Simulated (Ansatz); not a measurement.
KTaO3:

```
CELL_PARAMETERS angstrom
3.98830 0.00000 0.00000
0.00000 3.98830 0.00000
0.00000 0.00000 3.98830
ATOMIC_POSITIONS crystal
Ta 0.00000 0.00000 0.00000
K 0.50000 0.50000 0.50000
O 0.00000 0.00000 0.50000
O 0.00000 0.50000 0.00000
O 0.50000 0.00000 0.00000
```

Base run:

```yaml
Program: Ansatz 0.2.0
Functional: LDA
Potentials_or_basis: all-electron LAPW, scalar-relativistic
Cutoff: 432 eV (chosen from the basis error)
Basis_error_allowed: 0.002 eV/atom
k_mesh: 7 × 7 × 7
Occupations: fermi-dirac, width 0.05 eV
Spin: no spin polarisation
```

Its results: band gap on the k mesh 2.14 eV, indirect (least direct gap 2.69 eV); pressure -5.5 GPa.

**Question.** The run is repeated on the same cell with these changes: functional from LDA to PBE. What comes out?

**Answer.** Band gap on the k mesh 2.29 eV, indirect (least direct gap 2.83 eV); pressure 5.5 GPa.

PBE binds less tightly than LDA, so the same cell stands under more pressure.

Caveats: spin-orbit coupling is left out, which moves the levels of the heavy elements.

A k mesh can miss the band edges.
